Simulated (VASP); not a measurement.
Crystal: BN.

```
N B
1.0
     1.25112    0.72234    3.37293
    -1.25112    0.72234    3.37293
     0.00000   -1.44467    3.37293
N B
1 1
Cartesian
  0.0000 0.0000 6.7517
  0.0000 0.0000 0.0033
```

The cell is a database's computed one.

Base run:

| Quantity | Value |
| --- | --- |
| Program | VASP 6.6.1 |
| Functional | SCAN |
| Potentials or basis | VASP PAW PBE potentials, release 64 (N, B) |
| Cutoff | 520 eV |
| k mesh | 12 × 12 × 12 |
| Occupations | fermi-dirac, width 0.05 eV |
| Spin | no spin polarisation |

Its results: band gap on the k mesh 4.75 eV, indirect (least direct gap 5.28 eV); pressure -1.3 GPa; largest force 0.010 eV/Å.

Task: After a change of settings the same cell gave: band gap on the k mesh 4.84 eV, indirect (least direct gap 5.39 eV); pressure 0.1 GPa; largest force 0.008 eV/Å. Which change was it?
A. functional from SCAN to rSCAN; further incar settings from ALGO = Normal; EDIFF = 1e-06 to ALGO = Normal; EDIFF = 1e-07
B. functional from SCAN to r2SCAN
C. functional from SCAN to TPSS; further incar settings from ALGO = Normal; EDIFF = 1e-06 to ALGO = Normal; EDIFF = 1e-06; NBANDS = 11

Result: B.

Caveats: the PAW data sets were made with another functional, which shifts forces and pressure a little.
